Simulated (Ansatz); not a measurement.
**Ti: stationary points along a deformation path**

Level of theory: Ansatz, DFT PBEsol, scalar-relativistic, plane waves, PAW. Settings: plane waves to 420 eV, k-mesh 28×28×28 (Γ-centred), Gaussian smearing 0.15 eV. No spin polarisation. Energies are free energies at this smearing, counted from the undisturbed cell; pressure is positive in compression.

The starting cell (relaxed at this level; this bcc form isn't the usual structure):

```xyz
1
Lattice="-1.6051 1.6051 1.6051 1.6051 -1.6051 1.6051 1.6051 1.6051 -1.6051" Properties=species:S:1:pos:R:3 pbc="T T T"
Ti    0.0000    0.0000    0.0000
```

At fixed volume and fractional coordinates, lengths along (0.000, 0.000, 1.000) are scaled against those across it; ρ is that ratio over its starting value. V = 16.542 Å³/atom. Δσ is the stress along the axis less the mean stress across it (compression positive).

```
    ρ  ΔE (meV/atom)  Δσ (GPa) space group
0.650          212.0     23.14       I4/mmm
0.707           91.4     17.78       I4/mmm
0.780           10.1      6.81       I4/mmm
0.850          -13.3      1.11       I4/mmm
0.920           -6.9     -2.44       I4/mmm
0.960           -1.4     -1.12       I4/mmm
1.000            0.0      0.00        Im-3m
1.050           -1.5      0.83       I4/mmm
1.100           -5.3      1.61       I4/mmm
1.200          -19.9      3.11       I4/mmm
1.300          -36.6      2.57       I4/mmm
1.414          -44.6      0.01        Fm-3m
1.500          -40.6     -1.89       I4/mmm
```

**Question.** How does the stress give the slope of the energy, and where is the energy stationary?

**Answer.** Along the path d ln(length) is 2/3 d ln ρ on the axis and −1/3 d ln ρ across it, so dE/d ln ρ = −(2/3) V Δσ: the energy falls with ρ where Δσ is positive. Δσ vanishes or changes sign between ρ = 0.850 and 0.920, a minimum (near 0.87 by linear interpolation); at ρ = 1.000 (Im-3m), a maximum at 0.0 meV/atom; at ρ = 1.414 (Fm-3m), a minimum at -44.6 meV/atom. Pairs of stationary points between two samples would go unseen, and could change a minimum read from distant neighbours into a maximum. At ρ = 1.000, 1.414 the cell is cubic, where symmetry alone makes the stress isotropic and the slope zero.

**Question.** Which shear constant sets the curvature at ρ = 1?

**Answer.** For a cubic crystal E/V = (2/3) C (ln ρ)² with C = C′ = (C11 − C12)/2, so Δσ = −2C ln ρ. The parabola of Δσ against ln ρ through ρ = 0.960, 1 and 1.050 gives C ≈ -11.3 GPa with the ions clamped, rough because the steps are large. It is negative, so the cubic cell is unstable to this shear.

**Question.** Integrate that slope from ρ = 1 to 1.200 by the trapezoid rule.

**Answer.** With V/N in Å³ and 1 eV/Å³ = 160.2 GPa the slopes at ρ = 1.000, 1.050, 1.100, 1.200 are 0, -57, -111, -214 meV/atom per unit of ln ρ. The steps add (-1.4) + (-3.9) + (-14.1) = -19.4 meV/atom, against -19.9 from the energies; the trapezoid rule misses the curvature of the slope within each step.

**Question.** Is the start the lowest point of the path?

**Answer.** No: ρ = 1.414 lies 44.6 meV/atom lower, with no sampled rise above the start on the way. Volume and inner coordinates are held, so a relaxed structure there would lie lower still.

In a metal these slopes depend on the k mesh and the smearing.

Cost: 13 runs of about 3 core-minutes in all, on Intel Xeon Platinum 8375C (Ice Lake) (shared hosts).